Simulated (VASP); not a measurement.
## Cu under changes of volume

One of the cells (11.687 Å³/atom); the others are scaled copies at fixed shape and fractional positions:

```
Cu
1.0
    -1.45235    1.45235    1.38519
     1.45235   -1.45235    1.38519
     1.45235    1.45235   -1.38519
Cu
1
Cartesian
  0.0000 0.0000 0.0000
```

This isn't the form of Cu at room conditions, which is fcc.

| Quantity | Value |
| --- | --- |
| Program | VASP 6.6.1 |
| Functional | r2SCAN |
| Potentials or basis | VASP PAW PBE potentials, release 64 (Cu) |
| Cutoff | 520 eV |
| k mesh | 13 × 13 × 13 |
| Occupations | fermi-dirac, width 0.05 eV |
| Spin | no spin polarisation |

```csv
volume (Å³/atom),energy over the lowest point (meV/atom),pressure (GPa)
10.771,27.90,12.8
11.000,12.68,8.4
11.229,?,?
11.687,0.00,-2.0
11.916,4.44,-4.8
12.146,12.84,-7.2
```

Problem. What does the run at 11.229 Å³/atom give?

Solution. Energy over the lowest point 3.41 meV/atom; pressure 4.8 GPa.

Worked out: A Birch-Murnaghan fit of order 3 (a polynomial in V^(-2/3)) to the other rows has its minimum at 11.54 Å³/atom with B0 = V·E''(V) = 155 GPa and B' = 5.2 at fixed shape and positions, which overstates the stiffness. It gives 3.43 meV/atom at 11.229 Å³/atom, against the run's 3.41, and -dE/dV = 4.6 GPa, against 4.8.

Energies are extrapolated to zero smearing.

Caveats: the PAW data sets were made with another functional, which shifts forces and pressure a little.
